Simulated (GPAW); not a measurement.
# Bi (R-3m) in GPAW: a series of runs

One crystal, Bi, is run at these levels: GLLB-SC; tasks: single point, optical spectrum, energy-loss spectrum.

Program: GPAW 26.7.0. These are calculated values, not measurements. Logs are shortened: lines on timing, memory, paths and dates and some standing lists are left out, and cuts for length are marked. The log counts tension as positive stress, the text compression.

**1. The crystal as given**

Symmetry: R-3m, No. 166, trigonal system. The conventional cell has a = 4.535 Å, b = 4.535 Å, c = 11.814 Å, α = 90.00°, β = 90.00°, γ = 120.00°. Bi (site symmetry 3m) has 6 Bi at 3.06 to 3.52 Å as nearest neighbours.

**2. Single point, GLLB-SC**

Contents of run.py:

```python
import spglib
from ase import Atoms
from ase.dft.bandgap import bandgap
from ase.io import read, write
from gpaw import GPAW, PW

atoms = read('Bi.cif')
cell, positions, numbers = spglib.find_primitive(
    (atoms.cell[:], atoms.get_scaled_positions(), atoms.numbers), symprec=1e-4)
atoms = Atoms(numbers, cell=cell, scaled_positions=positions, pbc=True)

calc = GPAW(mode=PW(500),
            xc='GLLBSC',
            kpts={'size': (6, 6, 6), 'gamma': True},
            occupations={'name': 'fermi-dirac', 'width': 0.05},
            nbands=25,
            convergence={'density': 1e-05, 'energy': 1e-05},
            maxiter=80,
            txt='gpaw.txt')
atoms.calc = calc
energy = atoms.get_potential_energy()
calc.write('gs.gpw')
write('result.traj', atoms)
print('Fermi level:', round(calc.get_fermi_level(), 4), 'eV')
print(f'Gap: {bandgap(calc)[0]:.4f} eV, direct: {bandgap(calc, direct=True)[0]:.4f} eV')
```

Contents of Bi.cif:

```cif
data_Bi
_cell_length_a 4.53500000
_cell_length_b 4.53500000
_cell_length_c 11.81400000
_cell_angle_alpha 90.00000000
_cell_angle_beta 90.00000000
_cell_angle_gamma 120.00000000
_space_group_name_H-M_alt 'R-3m'
_space_group_name_Hall '-R 3 2"'
_space_group_IT_number 166
loop_
_space_group_symop_operation_xyz
'x,y,z'
'-x,-y,-z'
'-y,x-y,z'
'y,-x+y,-z'
'-x+y,-x,z'
'x-y,x,-z'
'y,x,-z'
'-y,-x,z'
'x-y,-y,-z'
'-x+y,y,z'
'-x,-x+y,-z'
'x,x-y,z'
'x+2/3,y+1/3,z+1/3'
'-x+2/3,-y+1/3,-z+1/3'
'-y+2/3,x-y+1/3,z+1/3'
'y+2/3,-x+y+1/3,-z+1/3'
'-x+y+2/3,-x+1/3,z+1/3'
'x-y+2/3,x+1/3,-z+1/3'
'y+2/3,x+1/3,-z+1/3'
'-y+2/3,-x+1/3,z+1/3'
'x-y+2/3,-y+1/3,-z+1/3'
'-x+y+2/3,y+1/3,z+1/3'
'-x+2/3,-x+y+1/3,-z+1/3'
'x+2/3,x-y+1/3,z+1/3'
'x+1/3,y+2/3,z+2/3'
'-x+1/3,-y+2/3,-z+2/3'
'-y+1/3,x-y+2/3,z+2/3'
'y+1/3,-x+y+2/3,-z+2/3'
'-x+y+1/3,-x+2/3,z+2/3'
'x-y+1/3,x+2/3,-z+2/3'
'y+1/3,x+2/3,-z+2/3'
'-y+1/3,-x+2/3,z+2/3'
'x-y+1/3,-y+2/3,-z+2/3'
'-x+y+1/3,y+2/3,z+2/3'
'-x+1/3,-x+y+2/3,-z+2/3'
'x+1/3,x-y+2/3,z+2/3'
loop_
_atom_site_label
_atom_site_type_symbol
_atom_site_symmetry_multiplicity
_atom_site_Wyckoff_symbol
_atom_site_fract_x
_atom_site_fract_y
_atom_site_fract_z
_atom_site_occupancy
Bi1 Bi 6 c 0.0000000000 0.0000000000 0.7660000000 1
```

Potentials or basis: the program's PAW data sets (release 1.2.1) made for this functional, pw.

Run with:

```console
OMP_NUM_THREADS=1 python run.py
```

gpaw.txt:

```text
___ ___ ___ _ _ _
 |   |   |_  | | | |
 | | | | | . | | | |
 |__ |  _|___|_____|  26.7.0
 |___|_|

Input parameters:
  convergence: {density: 1e-05,
                energy: 1e-05}
  kpts: {gamma: True,
         size: (6, 6, 6)}
  maxiter: 80
  mode: {ecut: 500.0,
         name: pw}
  nbands: 25
  occupations: {name: fermi-dirac,
                width: 0.05}
  xc: GLLBSC

System changes: positions, numbers, cell, pbc, initial_charges, initial_magmoms

Initialize ...

species:
  Bi:
    name:    Bismuth
    Z:       83.0
    valence: 15
    core:    68
    charge:  0.0  # [|e|]
    compensation charges:
      type: gauss
      rc: 0.38  # [Å]
      lmax: 2
    cutoffs:
      filter: 2.23  # [Å]
      core: 2.33  # [Å]
    projectors
    | kind |    occ | energy [eV] | rcut [Å] |
    |------|--------|-------------|----------|
    |   6s |  2.000 |     -15.926 |    1.286 |
    |   6p |  3.000 |      -6.531 |    1.275 |
    |   5d | 10.000 |     -28.645 |    1.349 |
    |    s |        |      11.285 |    1.286 |
    |    p |        |      20.681 |    1.275 |
    |    d |        |      -1.433 |    1.349 |

    Using partial waves for Bi as LCAO basis

Reference energy: -1169396.565866  # eV

Spin-paired calculation

Convergence criteria:
 Maximum [total energy] change in last 3 cyles: 1e-05 eV / valence electron
 Maximum integral of absolute [dens]ity change: 1e-05 electrons / valence electron
 Maximum integral of absolute [eigenst]ate change: 4e-08 eV^2 / valence electron
 Maximum number of scf [iter]ations: 80
 (Square brackets indicate name in SCF output, whereas a 'c' in
 the SCF output indicates the quantity has converged.)

Symmetries present (total): 12

  ( 1  0  0)  ( 1  0  0)  ( 0  1  0)  ( 0  1  0)  ( 0  0  1)  ( 0  0  1)
  ( 0  1  0)  ( 0  0  1)  ( 1  0  0)  ( 0  0  1)  ( 1  0  0)  ( 0  1  0)
  ( 0  0  1)  ( 0  1  0)  ( 0  0  1)  ( 1  0  0)  ( 0  1  0)  ( 1  0  0)

  ( 0  0 -1)  ( 0  0 -1)  ( 0 -1  0)  ( 0 -1  0)  (-1  0  0)  (-1  0  0)
  ( 0 -1  0)  (-1  0  0)  ( 0  0 -1)  (-1  0  0)  ( 0  0 -1)  ( 0 -1  0)
  (-1  0  0)  ( 0 -1  0)  (-1  0  0)  ( 0  0 -1)  ( 0 -1  0)  ( 0  0 -1)

216 k-points: 6 x 6 x 6 Monkhorst-Pack grid + [1/12,1/12,1/12]
32 k-points in the irreducible part of the Brillouin zone
       k-points in crystal coordinates                weights
   0:     0.00000000    0.00000000    0.00000000          1/216
   1:     0.16666667    0.00000000   -0.16666667          6/216
   2:     0.16666667    0.00000000    0.00000000          6/216
   3:     0.16666667    0.16666667   -0.16666667          6/216
   4:     0.16666667    0.16666667    0.00000000          6/216
   5:     0.16666667    0.16666667    0.16666667          2/216
   6:     0.33333333   -0.16666667   -0.16666667          6/216
   7:     0.33333333    0.00000000   -0.33333333          6/216
   8:     0.33333333    0.00000000   -0.16666667         12/216
   9:     0.33333333    0.00000000    0.00000000          6/216
          ...
  31:     0.50000000    0.50000000    0.50000000          1/216

Wave functions: Plane wave expansion
  Cutoff energy: 500.000 eV
  Number of coefficients (min, max): 1771, 1808
  Pulay-stress correction: 0.000000 eV/Ang^3 (de/decut=0.000000)
  Using FFTW library
  ScaLapack parameters: grid=1x1, blocksize=None
  Wavefunction extrapolation:
    Improved wavefunction reuse through dual PAW basis

Occupation numbers: Fermi-Dirac:
  width: 0.0500  # eV

Eigensolver
   Davidson(niter=2)

Densities:
  Coarse grid: 25*25*25 grid
  Fine grid: 50*50*50 grid
  Total Charge: 0.000000

Density mixing:
  Method: separate
  Backend: msr1
  Linear mixing parameter: 0.05
  old densities: 10
  Width of damping distribution: 1.1
  Damping of long wavelength oscillations: 20

Hamiltonian:
  XC and Coulomb potentials evaluated on a 50*50*50 grid
  Using the GLLBSC Exchange-Correlation functional
  External potential:
    NoExternalPotential

XC parameters: GLLBSC functional being used consists of
  -----------------------------------------------------------------------
  | Weight | Module     | Description                                   |
  -----------------------------------------------------------------------
  |  1.000 | SCREENING  | GGA_X_PBE_SOL with 2 nearest neighbor stencil |
  |  1.000 | RESPONSE   | eps=0.0500 eV                                 |
  |  1.000 | XC         | GGA_C_PBE_SOL with 2 nearest neighbor stencil |
  -----------------------------------------------------------------------

Number of atoms: 2
Number of atomic orbitals: 18
Number of bands in calculation: 25
Number of valence electrons: 30
Bands to converge: occupied

... initialized

Initializing position-dependent things.

Density initialized from atomic densities
Creating initial wave functions:
  18 bands from LCAO basis set
  7 bands from random numbers

       Bi

       Bi

Atomic positions and initial magnetic moments

Positions:
   0 Bi    -0.000000   -0.000000    9.049524    ( 0.0000,  0.0000,  0.0000)
   1 Bi    -0.000000   -0.000000    2.764476    ( 0.0000,  0.0000,  0.0000)

Unit cell:
           periodic     x           y           z      points  spacing
  1. axis:    yes    2.267500    1.309142    3.938000    25     0.1491
  2. axis:    yes   -2.267500    1.309142    3.938000    25     0.1491
  3. axis:    yes    0.000000   -2.618283    3.938000    25     0.1491

  Lengths:   4.728980   4.728980   4.728980
  Angles:   57.304234  57.304234  57.304234

Effective grid spacing dv^(1/3) = 0.1650

iter:   1   -10.537777
iter:   2   -10.753627   -1.54  -1.75
iter:   3   -10.611414   -3.08  -1.67
iter:   4   -10.415735   -2.92  -1.68
iter:   5   -10.276655   -2.64  -1.98
iter:   6   -10.263129   -3.42  -2.03
iter:   7   -10.263104   -4.08  -1.97
iter:   8   -10.267746   -4.79  -1.96
iter:   9   -10.266713   -5.24  -2.02
iter:  10   -10.267660   -4.54  -2.07
iter:  11   -10.269425   -5.29  -2.21
iter:  12   -10.285219   -3.98  -2.26
iter:  13   -10.284142   -4.91  -2.89
iter:  14   -10.283956   -6.20  -4.02
iter:  15   -10.283728   -6.85  -4.24
iter:  16   -10.283819c  -8.17c -4.55
iter:  17   -10.283828c  -8.84c -5.17c

Converged after 17 iterations.

Dipole moment: (-0.000000, -0.000000, -0.000000) |e|*Ang

Energy contributions relative to reference atoms: (reference = -1169396.565866)

Kinetic:        +94.158993
Potential:      -87.777744
External:        +0.000000
XC:             -13.894355
Entropy (-ST):   -0.003549
Local:           -2.768947
SIC:             +0.000000
--------------------------
Free energy:    -10.285602
Extrapolated:   -10.283828

GLLBSC response reference energy: 5.76912 eV (from Fermi level)

Showing only first 2 kpts
 Kpt  Band  Eigenvalues  Occupancy
  0    13      4.60221    2.00000
  0    14      4.60221    2.00000
  0    15      8.32856    0.00000
  0    16      8.81898    0.00000

  1    13      5.07382    2.00000
  1    14      5.10540    2.00000
  1    15      6.47467    0.00000
  1    16      6.89994    0.00000

Fermi level: 5.76914

No gap
No difference between direct/indirect transitions
Writing to gs.gpw (mode='')
```

Wall time 28 s (1 thread of Intel Xeon 6975P-C (Granite Rapids), shared host); peak memory 0.19 GiB.

Results:

```yaml
Band_gap_on_the_k_mesh_Kohn-Sham_part_alone: none (metal or under the smearing width)
```

Levels at points of the mesh, in eV from the Fermi level:
```
           k point  band 13  band 14  band 15  band 16  band 17  band 18
(0.00, 0.00, 0.00)    -1.42    -1.17    -1.17     2.56     3.05     3.05
(0.50, 0.00, 0.00)    -1.27    -1.15    -0.20    -0.17     0.60     1.09
(0.50, 0.50, 0.00)    -4.66    -2.98    -2.87     2.35     5.06     5.53
(0.50, 0.50, 0.50)    -0.82    -0.57    -0.57     0.75     0.75     0.81
```

Caveat: a model potential gives levels but no total energy; spin-orbit coupling is left out, which moves the levels of the heavy elements.

**3. Optical spectrum, GLLB-SC**

Edit run.py of step 2 so:

```diff
@@ -5,2 +5,3 @@
 from gpaw import GPAW, PW
+from gpaw.response.df import DielectricFunction
 
@@ -16,4 +17,4 @@
             nbands=25,
-            convergence={'density': 1e-05, 'energy': 1e-05},
-            maxiter=80,
+            convergence={'density': 1e-06},
+            maxiter=150,
             txt='gpaw.txt')
@@ -25 +26,11 @@
 print(f'Gap: {bandgap(calc)[0]:.4f} eV, direct: {bandgap(calc, direct=True)[0]:.4f} eV')
+
+dense = calc.fixed_density(kpts={'size': (11, 11, 11), 'gamma': True},
+                           nbands=45, convergence={'bands': 39},
+                           update_fermi_level=True, txt='dense.txt')
+dense.write('dense.gpw', mode='all')
+
+df = DielectricFunction('dense.gpw', frequencies={'type': 'nonlinear', 'domega0': 0.05, 'omega2': 10},
+                        eta=0.15, ecut=50, nbands=39, rate='eta', txt='df.txt')
+for direction in ['x', 'z']:
+    df.get_dielectric_function(xc='RPA', direction=direction, filename=f'df_{direction}.csv')
```

Bi.cif is that of step 2.

Potentials or basis: the program's PAW data sets (release 1.2.1) made for this functional, pw.

Run with:

```console
OMP_NUM_THREADS=1 python run.py
```

gpaw.txt:

```text
___ ___ ___ _ _ _
 |   |   |_  | | | |
 | | | | | . | | | |
 |__ |  _|___|_____|  26.7.0
 |___|_|

Input parameters:
  convergence: {density: 1e-06}
  kpts: {gamma: True,
         size: (6, 6, 6)}
  maxiter: 150
  mode: {ecut: 500.0,
         name: pw}
  nbands: 25
  occupations: {name: fermi-dirac,
                width: 0.05}
  xc: GLLBSC

System changes: positions, numbers, cell, pbc, initial_charges, initial_magmoms

Initialize ...

species:
  Bi:
    name:    Bismuth
    Z:       83.0
    valence: 15
    core:    68
    charge:  0.0  # [|e|]
    compensation charges:
      type: gauss
      rc: 0.38  # [Å]
      lmax: 2
    cutoffs:
      filter: 2.23  # [Å]
      core: 2.33  # [Å]
    projectors
    | kind |    occ | energy [eV] | rcut [Å] |
    |------|--------|-------------|----------|
    |   6s |  2.000 |     -15.926 |    1.286 |
    |   6p |  3.000 |      -6.531 |    1.275 |
    |   5d | 10.000 |     -28.645 |    1.349 |
    |    s |        |      11.285 |    1.286 |
    |    p |        |      20.681 |    1.275 |
    |    d |        |      -1.433 |    1.349 |

    Using partial waves for Bi as LCAO basis

Reference energy: -1169396.565866  # eV

Spin-paired calculation

Convergence criteria:
 Maximum [total energy] change in last 3 cyles: 0.0005 eV / valence electron
 Maximum integral of absolute [dens]ity change: 1e-06 electrons / valence electron
 Maximum integral of absolute [eigenst]ate change: 4e-08 eV^2 / valence electron
 Maximum number of scf [iter]ations: 150
 (Square brackets indicate name in SCF output, whereas a 'c' in
 the SCF output indicates the quantity has converged.)

Symmetries present (total): 12

  ( 1  0  0)  ( 1  0  0)  ( 0  1  0)  ( 0  1  0)  ( 0  0  1)  ( 0  0  1)
  ( 0  1  0)  ( 0  0  1)  ( 1  0  0)  ( 0  0  1)  ( 1  0  0)  ( 0  1  0)
  ( 0  0  1)  ( 0  1  0)  ( 0  0  1)  ( 1  0  0)  ( 0  1  0)  ( 1  0  0)

  ( 0  0 -1)  ( 0  0 -1)  ( 0 -1  0)  ( 0 -1  0)  (-1  0  0)  (-1  0  0)
  ( 0 -1  0)  (-1  0  0)  ( 0  0 -1)  (-1  0  0)  ( 0  0 -1)  ( 0 -1  0)
  (-1  0  0)  ( 0 -1  0)  (-1  0  0)  ( 0  0 -1)  ( 0 -1  0)  ( 0  0 -1)

216 k-points: 6 x 6 x 6 Monkhorst-Pack grid + [1/12,1/12,1/12]
32 k-points in the irreducible part of the Brillouin zone
       k-points in crystal coordinates                weights
   0:     0.00000000    0.00000000    0.00000000          1/216
   1:     0.16666667    0.00000000   -0.16666667          6/216
   2:     0.16666667    0.00000000    0.00000000          6/216
   3:     0.16666667    0.16666667   -0.16666667          6/216
   4:     0.16666667    0.16666667    0.00000000          6/216
   5:     0.16666667    0.16666667    0.16666667          2/216
   6:     0.33333333   -0.16666667   -0.16666667          6/216
   7:     0.33333333    0.00000000   -0.33333333          6/216
   8:     0.33333333    0.00000000   -0.16666667         12/216
   9:     0.33333333    0.00000000    0.00000000          6/216
          ...
  31:     0.50000000    0.50000000    0.50000000          1/216

Wave functions: Plane wave expansion
  Cutoff energy: 500.000 eV
  Number of coefficients (min, max): 1771, 1808
  Pulay-stress correction: 0.000000 eV/Ang^3 (de/decut=0.000000)
  Using FFTW library
  ScaLapack parameters: grid=1x1, blocksize=None
  Wavefunction extrapolation:
    Improved wavefunction reuse through dual PAW basis

Occupation numbers: Fermi-Dirac:
  width: 0.0500  # eV

Eigensolver
   Davidson(niter=2)

Densities:
  Coarse grid: 25*25*25 grid
  Fine grid: 50*50*50 grid
  Total Charge: 0.000000

Density mixing:
  Method: separate
  Backend: msr1
  Linear mixing parameter: 0.05
  old densities: 10
  Width of damping distribution: 1.1
  Damping of long wavelength oscillations: 20

Hamiltonian:
  XC and Coulomb potentials evaluated on a 50*50*50 grid
  Using the GLLBSC Exchange-Correlation functional
  External potential:
    NoExternalPotential

XC parameters: GLLBSC functional being used consists of
  -----------------------------------------------------------------------
  | Weight | Module     | Description                                   |
  -----------------------------------------------------------------------
  |  1.000 | SCREENING  | GGA_X_PBE_SOL with 2 nearest neighbor stencil |
  |  1.000 | RESPONSE   | eps=0.0500 eV                                 |
  |  1.000 | XC         | GGA_C_PBE_SOL with 2 nearest neighbor stencil |
  -----------------------------------------------------------------------

Number of atoms: 2
Number of atomic orbitals: 18
Number of bands in calculation: 25
Number of valence electrons: 30
Bands to converge: occupied

... initialized

Initializing position-dependent things.

Density initialized from atomic densities
Creating initial wave functions:
  18 bands from LCAO basis set
  7 bands from random numbers

       Bi

       Bi

Atomic positions and initial magnetic moments

Positions:
   0 Bi    -0.000000   -0.000000    9.049524    ( 0.0000,  0.0000,  0.0000)
   1 Bi    -0.000000   -0.000000    2.764476    ( 0.0000,  0.0000,  0.0000)

Unit cell:
           periodic     x           y           z      points  spacing
  1. axis:    yes    2.267500    1.309142    3.938000    25     0.1491
  2. axis:    yes   -2.267500    1.309142    3.938000    25     0.1491
  3. axis:    yes    0.000000   -2.618283    3.938000    25     0.1491

  Lengths:   4.728980   4.728980   4.728980
  Angles:   57.304234  57.304234  57.304234

Effective grid spacing dv^(1/3) = 0.1650

iter:   1   -10.537777
iter:   2   -10.753627   -1.54  -1.75
iter:   3   -10.611414   -3.08  -1.67
iter:   4   -10.415735   -2.92  -1.68
iter:   5   -10.276655   -2.64  -1.98
iter:   6   -10.263129   -3.42  -2.03
iter:   7   -10.263104c  -4.08  -1.97
iter:   8   -10.267746c  -4.79  -1.96
iter:   9   -10.266713c  -5.24  -2.02
iter:  10   -10.267660c  -4.54  -2.07
iter:  11   -10.269425c  -5.29  -2.21
iter:  12   -10.285219   -3.98  -2.26
iter:  13   -10.284142   -4.91  -2.89
iter:  14   -10.283956c  -6.20  -4.02
iter:  15   -10.283728c  -6.85  -4.24
iter:  16   -10.283819c  -8.17c -4.55
iter:  17   -10.283828c  -8.84c -5.17
iter:  18   -10.283812c  -9.56c -5.67
iter:  19   -10.283809c -11.01c -5.88
iter:  20   -10.283808c -12.38c -6.86c

Converged after 20 iterations.

Dipole moment: (-0.000000, -0.000000, -0.000000) |e|*Ang

Energy contributions relative to reference atoms: (reference = -1169396.565866)

Kinetic:        +94.163924
Potential:      -87.782645
External:        +0.000000
XC:             -13.894533
Entropy (-ST):   -0.003549
Local:           -2.768779
SIC:             +0.000000
--------------------------
Free energy:    -10.285582
Extrapolated:   -10.283808

GLLBSC response reference energy: 5.76914 eV (from Fermi level)

Showing only first 2 kpts
 Kpt  Band  Eigenvalues  Occupancy
  0    13      4.60221    2.00000
  0    14      4.60221    2.00000
  0    15      8.32855    0.00000
  0    16      8.81898    0.00000

  1    13      5.07382    2.00000
  1    14      5.10540    2.00000
  1    15      6.47467    0.00000
  1    16      6.89994    0.00000

Fermi level: 5.76914

No gap
No difference between direct/indirect transitions
Writing to gs.gpw (mode='')
```

stdout:

```text
Fermi level: 5.7691 eV
Gap: 0.0000 eV, direct: 0.0000 eV
```

df.txt:

```text
NonLinearFrequencyDescriptor(from 0.000 to 47.884 eV, 322 points)
NonLinearFrequencyDescriptor(from 0.000 to 47.884 eV, 322 points)

Calculating chi0 body with:
    Ground state adapter containing:
    Number of spins: 1
    Number of kpoints: 1331
    Number of irreducible kpoints: 146
    Number of completely occupied states: 13
    Number of partially occupied states: 17

    Linear response parametrization:
    q_c: [0.0, 0.0, 0.0]
[... 42 lines left out ...]
    Ground state adapter containing:
    Number of spins: 1
    Number of kpoints: 1331
    Number of irreducible kpoints: 146
    Number of completely occupied states: 13
    Number of partially occupied states: 17

Symmetries of q_c:
    Direct symmetries (Uq -> q): 12
    Indirect symmetries (TUq -> q): 0
In total 12 allowed symmetries.

Integral kind: intraband
Plasma frequency:
[[1.39+0.j 0.  -0.j 0.  +0.j]
 [0.  -0.j 1.39+0.j 0.  +0.j]
 [0.  +0.j 0.  +0.j 1.88+0.j]]

Finished calculating chi0
```

Wall time 3.9 min (1 thread of Intel Xeon 6975P-C (Granite Rapids), shared host); peak memory 0.55 GiB.

What came out:

```
Band gap on the k mesh, Kohn-Sham part alone : none (metal or under the smearing width)
```

Dielectric function (mean over the directions given):
| energy (eV) | real part | imaginary part |
| --- | --- | --- |
| 0.25 | 76.06 | 42.93 |
| 1.15 | 9.30 | 60.91 |
| 2.18 | -18.26 | 21.03 |
| 3.17 | -10.35 | 6.42 |
| 4.16 | -3.78 | 3.31 |
| 5.16 | -1.71 | 4.83 |
| 6.15 | -1.57 | 2.85 |
| 7.12 | -2.00 | 3.03 |
| 8.16 | -1.73 | 1.80 |
| 9.18 | -1.11 | 1.07 |
| 10.06 | -0.87 | 0.89 |
| 11.09 | -0.45 | 0.70 |
| 12.08 | -0.26 | 0.52 |
| 13.00 | -0.15 | 0.42 |
| 14.10 | 0.05 | 0.40 |
| 15.13 | 0.19 | 0.37 |
| 16.21 | 0.29 | 0.36 |
| 17.36 | 0.29 | 0.29 |
| 18.58 | 0.40 | 0.17 |
| 19.87 | 0.51 | 0.13 |

Caveat: the intraband term hangs on this k mesh; a model potential gives levels but no total energy; the long-wavelength limit can be off by a per cent or two; response on these states lacks terms of the Hamiltonian; independent-particle spectra lack excitons; spin-orbit coupling is left out, which moves the levels of the heavy elements.

[end of part 1 of 2]
